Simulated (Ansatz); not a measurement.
SiO2, DFT, PBE, all-electron LAPW, scalar-relativistic (Ansatz 0.2.0), run on 2 threads of Arm Neoverse V1 on a shared host.

The geometry is COD entry 9001276, unchecked; take it as a test cell. The listed cell was then made from it by scaling, straining or moving an atom.

Command: `ansatz run input.yaml --threads 2 --pin off --max-ram 6144MiB --backend cpu --events-out ev --progress --plain --runs-dir out`

```yaml
crystal:
  lattice:
    - [4.1520447923, 0.0, 0.0]
    - [0.0, 4.1520447923, 0.0]
    - [0.0, 0.0, 2.6498947625]
  atoms:
    - { symbol: Si, position: [0.0, 0.0, 0.0] }
    - { symbol: Si, position: [0.5, 0.5, 0.5] }
    - { symbol: O, position: [0.3067, 0.3067, 0.0] }
    - { symbol: O, position: [0.1933, 0.8067, 0.5] }
    - { symbol: O, position: [0.6933, 0.6933, 0.0] }
    - { symbol: O, position: [0.8067, 0.1933, 0.5] }
kpoints:
  mp_grid: { grid: [6, 6, 9] }
  band_path:
    path:
      - [0.0, 0.0, 0.0]
      - [0.0, 0.5, 0.0]
      - [0.5, 0.5, 0.0]
      - [0.0, 0.0, 0.0]
      - [0.0, 0.0, 0.5]
      - [0.0, 0.5, 0.5]
      - [0.5, 0.5, 0.5]
      - [0.0, 0.0, 0.5]
      - [0.0, 0.5, 0.0]
    npoints: 5
scf:
  occupations: { method: fermi_dirac, width: 0.03 }
hamiltonian:
  xc: pbe
  pseudopotentials: { kind: all_electron, lapw: { basis_error: 0.001 } }
output:
  forces: true
  stress: true
  eigenvalues: true
```

(1) How large is the problem that the program sets up?

(2) About how long does it take, and how much memory does it use?

## Answers

(1) 50 irreducible k-points, 1057 plane waves at Γ, 34 bands.

(2) 33 s of wall time for 8 SCF iterations, with a peak of 0.57 GiB. Times on shared machines scatter by tens of per cent.
